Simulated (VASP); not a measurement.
# Fe (Im-3m) in VASP: single point with PBEsol

Aim: the single point of Fe with PBEsol.

Program: VASP 6.6.1. These are calculated values, not measurements. Logs are shortened: lines on timing, memory, paths and dates and some standing lists are left out, and cuts for length are marked.

## Step 1: The structure

Symmetry: Im-3m, No. 229, cubic system. Conventional cell: a = 2.787 Å, b = 2.787 Å, c = 2.787 Å, α = 90.00°, β = 90.00°, γ = 90.00°. Fe (site symmetry m-3m) is surrounded by 8 Fe at 2.41 Å.

## Step 2: Single point, PBEsol, collinear spin, ferromagnetic start

The input, INCAR:

```
SYSTEM = Fe
ALGO = Normal ; AMIX = 0.2
AMIX_MAG = 0.8 ; BMIX = 1E-4
BMIX_MAG = 1E-4 ; EDIFF = 1E-6
ENCUT = 520 ; GGA = PS
ICORELEVEL = 1 ; ISIF = 2
ISMEAR = 1 ; ISPIN = 2
LASPH = .True. ; LCHARG = .False.
LMAXMIX = 4 ; LORBIT = 11
LREAL = .False. ; LWAVE = .False.
MAGMOM = 2.3 ; NELM = 150
PREC = Accurate ; SIGMA = 0.1
```

The input, KPOINTS:

```
k-points
0
Gamma
  17 17 27
  0 0 0
```

The input, POSCAR:

```
Fe
1.0
    2.4139661400      0.0000000000      0.0000000000
   -0.8046553800      2.2759091000      0.0000000000
    0.8046553800      1.1379545500      1.9709951000
Fe
1
Direct
    0.0000000000      0.0000000000      0.0000000000
```

Potentials or basis: VASP PAW PBE potentials, release 64 (Fe).

Launch:

```
$ cat potpaw_PBE.64/Fe/POTCAR > POTCAR
$ mpirun -np 1 vasp_std > vasp.out
```

OUTCAR:

```text
SYSTEM = Fe
   AMIX = 0.2
   AMIX_MAG = 0.8
   EDIFF = 1E-6
   ENCUT = 520
   GGA = PS
   ISIF = 2
   ISMEAR = 1
   ISPIN = 2
   LASPH = .True.
   LORBIT = 11
   LREAL = .False.
   NELM = 150
   PREC = Accurate

 ion  position               nearest neighbor table
   1  0.000  0.000  0.000-

  LATTYP: Found a body centered cubic cell.
 ALAT       =     2.7874080009

  Lattice vectors:

 A1 = (   0.8046553800,   1.1379545500,  -1.9709951000)
 A2 = (  -2.4139661400,   0.0000000000,   0.0000000000)
 A3 = (   0.8046553800,   1.1379545500,   1.9709951000)

Analysis of symmetry for initial positions (statically):
=====================================================================
 Subroutine PRICEL returns:
 Original cell was already a primitive cell.

 Routine SETGRP: Setting up the symmetry group for a
 body centered cubic supercell.

 Subroutine GETGRP returns: Found 48 space group operations
 (whereof 48 operations were pure point group operations)
 out of a pool of 48 trial point group operations.

The static configuration has the point symmetry O_h .

Analysis of symmetry for dynamics (positions and initial velocities):
=====================================================================
 Subroutine PRICEL returns:
 Original cell was already a primitive cell.

 Routine SETGRP: Setting up the symmetry group for a
 body centered cubic supercell.

 Subroutine GETGRP returns: Found 48 space group operations
 (whereof 48 operations were pure point group operations)
 out of a pool of 48 trial point group operations.

The dynamic configuration has the point symmetry O_h .

Analysis of structural, dynamic, and magnetic symmetry:
=====================================================================
 Subroutine PRICEL returns:
 Original cell was already a primitive cell.

 Routine SETGRP: Setting up the symmetry group for a
 body centered cubic supercell.

 Subroutine GETGRP returns: Found 48 space group operations
 (whereof 48 operations were pure point group operations)
 out of a pool of 48 trial point group operations.

The overall configuration has the point symmetry O_h .

 Subroutine INISYM returns: Found 48 space group operations
 (whereof 48 operations are pure point group operations),
 and found     1 'primitive' translations

----------------------------------------------------------------------------------------

                                     Primitive cell

  volume of cell :      10.8286

  direct lattice vectors                    reciprocal lattice vectors
     2.413966140  0.000000000  0.000000000     0.414256018  0.146461620 -0.253678967
    -0.804655380  2.275909100  0.000000000     0.000000000  0.439384859 -0.253678967
     0.804655380  1.137954550  1.970995100     0.000000000  0.000000000  0.507357933

  length of vectors
     2.413966140  2.413966137  2.413966140     0.507357933  0.507357934  0.507357933

  position of ions in fractional coordinates (direct lattice)
     0.000000000  0.000000000  0.000000000

  ion indices of the primitive-cell ions
   primitive index   ion index
                 1           1

----------------------------------------------------------------------------------------

 KPOINTS: k-points

Automatic generation of k-mesh.
 Grid dimensions read from file:
 generate k-points for:   17   17   27

 Generating k-lattice:

  Cartesian coordinates                     Fractional coordinates (reciprocal lattice)
     0.024368001  0.008615389 -0.014922292     0.058823529  0.000000000  0.000000000
     0.000000000  0.025846168 -0.014922292     0.000000000  0.058823529  0.000000000
     0.000000000  0.000000000  0.018791035     0.000000000  0.000000000  0.037037037

  Length of vectors
     0.029844584  0.029844584  0.018791035

  Shift w.r.t. Gamma in fractional coordinates (k-lattice)
     0.000000000  0.000000000  0.000000000

 -----------------------------------------------------------------------------
|                                                                             |
|           W    W    AA    RRRRR   N    N  II  N    N   GGGG   !!!           |
|           W    W   A  A   R    R  NN   N  II  NN   N  G    G  !!!           |
|           W    W  A    A  R    R  N N  N  II  N N  N  G       !!!           |
|           W WW W  AAAAAA  RRRRR   N  N N  II  N  N N  G  GGG   !            |
|           WW  WW  A    A  R   R   N   NN  II  N   NN  G    G                |
|           W    W  A    A  R    R  N    N  II  N    N   GGGG   !!!           |
|                                                                             |
|     Your reciprocal lattice and k-lattice belong to different lattice       |
|     classes:                                                                |
|                                                                             |
|        The reciprocal lattice is face-centered cubic,                       |
|        whereas your k-lattice is base-centered monoclinic.                  |
|                                                                             |
|     Results are often still useful ...                                      |
|                                                                             |
 -----------------------------------------------------------------------------

 WARNING: IBZKPT: internal override: KBLOWUP is changed to .FALSE.
      ... skipping the blow-up phase ...

 Subroutine IBZKPT returns following result:
 ===========================================

 Found   2022 irreducible k-points:

 Following reciprocal coordinates:
            Coordinates               Weight
  0.000000  0.000000  0.000000      1.000000
  0.058824 -0.000000  0.000000      6.000000
  0.117647 -0.000000  0.000000      6.000000
  0.176471  0.000000  0.000000      6.000000
  0.235294 -0.000000  0.000000      6.000000
  0.294118 -0.000000  0.000000      6.000000
[... 16 lines left out ...]
  0.411765  0.117647  0.000000     12.000000
  0.176471  0.176471  0.000000      6.000000
 [... further k-points ...]
   k-points           NKPTS =   2022   k-points in BZ     NKDIM =   2022   number of bands    NBANDS=      9
   number of dos      NEDOS =    301   number of ions     NIONS =      1
   total plane-waves  NPLWV =   5832
   dimension x,y,z NGX =    18 NGY =   18 NGZ =   18
   dimension x,y,z NGXF=    36 NGYF=   36 NGZF=   36
   ions per type =               1
   NGX,Y,Z   is equivalent  to a cutoff of  12.40, 12.40, 12.40 a.u.
   NGXF,Y,Z  is equivalent  to a cutoff of  24.79, 24.79, 24.79 a.u.
 SYSTEM =  Fe
   PREC   = accura    normal or accurate (medium, high low for compatibility)
   ISTART =      0    job   : 0-new  1-cont  2-samecut
   ICHARG =      2    charge: 1-file 2-atom 10-const
   ISPIN  =      2    spin polarized calculation?
   LNONCOLLINEAR =      F non collinear calculations
   LSORBIT =      F    spin-orbit coupling
   LASPH  =      T    aspherical Exc in radial PAW
   ENCUT  =  520.0 eV  38.22 Ry    6.18 a.u.   4.49  4.49  4.49*2*pi/ulx,y,z
   NELM   =    150;   NELMIN=  2; NELMDL= -5     # of ELM steps
   EDIFF  = 0.1E-05   stopping-criterion for ELM
   LREAL  =      F    real-space projection
   EDIFFG = 0.1E-04   stopping-criterion for IOM
   NSW    =      0    number of steps for IOM
   IBRION =     -1    ionic relax: 0-MD 1-quasi-New 2-CG
   NFREE  =      0    steps in history (QN), initial steepest desc. (CG)
   ISIF   =      2    stress and relaxation
   ISYM   =      2    0-nonsym 1-usesym 2-fastsym
   POTIM  = 0.5000    time-step for ionic-motion
   TEBEG  =    0.0;   TEEND  =   0.0 temperature during run
   PSTRESS=    0.0 pullay stress
   NELECT =       8.0000    total number of electrons
   NUPDOWN=      -1.0000    fix difference up-down
   EMIN   =  10.00;   EMAX   =-10.00  energy-range for DOS
   EFERMI =   0.00;   METHOD = LEGACY
   ISMEAR =     1;   SIGMA  =   0.10  broadening in eV -4-tet -1-fermi 0-gaus
   EFERMI_NEDOS =   21; number of points for ismear=-14 and -15
   IALGO  =     38    algorithm
   IMIX   =      4    mixing-type and parameters
     AMIX     =   0.20;   BMIX     =  0.00
     AMIX_MAG =   0.80;   BMIX_MAG =  0.00
  volume/ion in A,a.u.               =      10.83        73.07
  Fermi-wavevector in a.u.,A,eV,Ry     =   1.479952  2.796704 29.800266  2.190258
  Thomas-Fermi vector in A             =   2.594046
   LORBIT       =     11    0 simple, 1 ext, 2 COOP (PROOUT), +10 PAW based schemes
   GGA     = PS    functional components
   LHFCALC =     F    Hartree Fock is set to
   AEXX    =    0.0000 exact exchange contribution
   IVDW    =     0    specifies the selected vdW correction
   LEPSILON=     F    determine dielectric tensor
   LRPA    =     F    only Hartree local field effects (RPA)
 spin polarized calculation
 Methfessel and Paxton  Order N= 1 SIGMA  =   0.10
  energy-cutoff  :      520.00
  volume of cell :       10.83
 maximum number of plane-waves:       321
 NGX is ok and might be reduce to    18
   NGX =  9   NGY =  9   NGZ =  9

 number of electron       8.0000003 magnetization       2.1106859

 Free energy of the ion-electron system (eV)
  ---------------------------------------------------
  ext. energy  EPLUGINS =         0.00000000
  ---------------------------------------------------
  free energy    TOTEN  =        -8.91920666 eV

  energy without entropy =       -8.91928177  energy(sigma->0) =       -8.91923170

 the core state eigenenergies are
   1-  1s  -6985.8539  2s   -807.0252  2p   -685.7675  3s    -80.6673  3p    -46.7334

 E-fermi :   6.2001     XC(G=0): -13.5537

 val. band max:        6.1999162057   @ k =  -0.4118   0.3529   0.3704
 cond. band min:       6.2001057735   @ k =  -0.4706   0.3529   0.2593
 fundamental gap:      0.0001895677
 Fermi energy:         6.2000918502

 spin component 1

 k-point     1 :       0.0000    0.0000    0.0000
  band No.  band energies     occupation
      1      -2.6347      1.00000
      2       3.7702      1.00000
      3       3.7702      1.00000
      4       3.7702      1.00000
      5       5.1322      1.00000
      6       5.1322      1.00000
      7      31.5710      0.00000
      8      31.5710      0.00000
      9      31.5710      0.00000

 k-point     2 :       0.0588   -0.0000    0.0000
  band No.  band energies     occupation
      1      -2.4855      1.00000
      2       3.7273      1.00000
      3       3.7667      1.00000
      4       3.8534      1.00000
      5       5.0887      1.00000
      6       5.1356      1.00000
      7      30.6471      0.00000
      8      31.3720      0.00000
      9      31.4880      0.00000
[... 253 lines left out ...]
 k-point    24 :       0.1765    0.1765    0.0000
  band No.  band energies     occupation
      1       0.6381      1.00000
      2       3.0457      1.00000
      3       3.2177      1.00000
      4       4.8394      1.00000
      5       5.3731      1.00000
      6       6.0281      1.01769
      7      21.9001      0.00000
      8      22.9518      0.00000
      9      28.5557      0.00000

 Fermi energy:         6.2000918502

 spin component 2

 k-point     1 :       0.0000    0.0000    0.0000
  band No.  band energies     occupation
      1      -2.3684      1.00000
      2       5.6136      1.00000
      3       5.6136      1.00000
      4       5.6136      1.00000
      5       7.7076     -0.00000
      6       7.7077     -0.00000
      7      31.4981      0.00000
      8      31.4981      0.00000
      9      31.4981      0.00000

 k-point     2 :       0.0588   -0.0000    0.0000
  band No.  band energies     occupation
      1      -2.2185      1.00000
      2       5.5631      1.00000
      3       5.6050      1.00000
      4       5.7035      1.00000
      5       7.6520     -0.00000
      6       7.7115     -0.00000
      7      30.7070      0.00000
      8      31.3385      0.00000
      9      31.4629      0.00000
[... 253 lines left out ...]
 k-point    24 :       0.1765    0.1765    0.0000
  band No.  band energies     occupation
      1       1.0849      1.00000
      2       4.7697      1.00000
      3       4.8649      1.00000
      4       7.2091     -0.00000
      5       7.8040     -0.00000
      6       8.0897     -0.00000
      7      22.6308      0.00000
      8      23.5908      0.00000
      9      29.1739      0.00000

 [... further k-points ...]

------------------------ aborting loop because EDIFF is reached ----------------------------------------

  FORCE on cell =-STRESS in cart. coord.  units (eV):
  Direction    XX          YY          ZZ          XY          YZ          ZX
  --------------------------------------------------------------------------------------
  -------------------------------------------------------------------------------------
  Total       -0.0233612     -0.0233612     -0.0233612     -0.0000000     -0.0000000      0.0000000
  in kB       -3.4564869     -3.4564869     -3.4564869     -0.0000000     -0.0000000      0.0000000
  external PRESSURE =      -3.4564869 kB  Pullay stress =       0.0000000 kB

 VOLUME and BASIS-vectors are now :
 -----------------------------------------------------------------------------
  energy-cutoff  :      520.00
  volume of cell :       10.83
      direct lattice vectors                 reciprocal lattice vectors
     2.413966140  0.000000000  0.000000000     0.414256018  0.146461620 -0.253678967
    -0.804655380  2.275909100  0.000000000     0.000000000  0.439384859 -0.253678967
     0.804655380  1.137954550  1.970995100     0.000000000  0.000000000  0.507357933

 POSITION                                       TOTAL-FORCE (eV/Angst)
 -----------------------------------------------------------------------------------
      0.00000      0.00000      0.00000         0.000000      0.000000      0.000000
 -----------------------------------------------------------------------------------
    total drift:                                0.000000      0.000000      0.000000

  FREE ENERGIE OF THE ION-ELECTRON SYSTEM (eV)
  ---------------------------------------------------
  free  energy   TOTEN  =        -8.9192066581 eV

  energy  without entropy=       -8.9192817711  energy(sigma->0) =       -8.91923170

 total charge

# of ion       s       p       d       tot
------------------------------------------
    1        0.511   0.589   6.277   7.377

 magnetization (x)

# of ion       s       p       d       tot
------------------------------------------
    1       -0.013  -0.050   2.155   2.092
```

Wall time 2.2 min (1 thread of Intel Xeon 6975P-C (Granite Rapids), shared host); peak memory 0.44 GiB.

Results:

| Quantity | Value |
| --- | --- |
| Free energy | -8.9192 eV |
| Pressure | -0.3 GPa |
| Band gap on the k mesh | none (metal or under the smearing width) |
| Net moment | 2.11 μB per cell |
| Site moments | Fe +2.09 μB |
| Valence electrons inside the program's atomic spheres | Fe 7.38 |

Core levels (eV, on the scale of the bands):
```tsv
atom	levels
1 Fe	1s -6985.9, 2s -807.0, 2p -685.8, 3s -80.7, 3p -46.7
```

Caveat: the PAW data sets were made with another functional, which shifts forces and pressure a little.
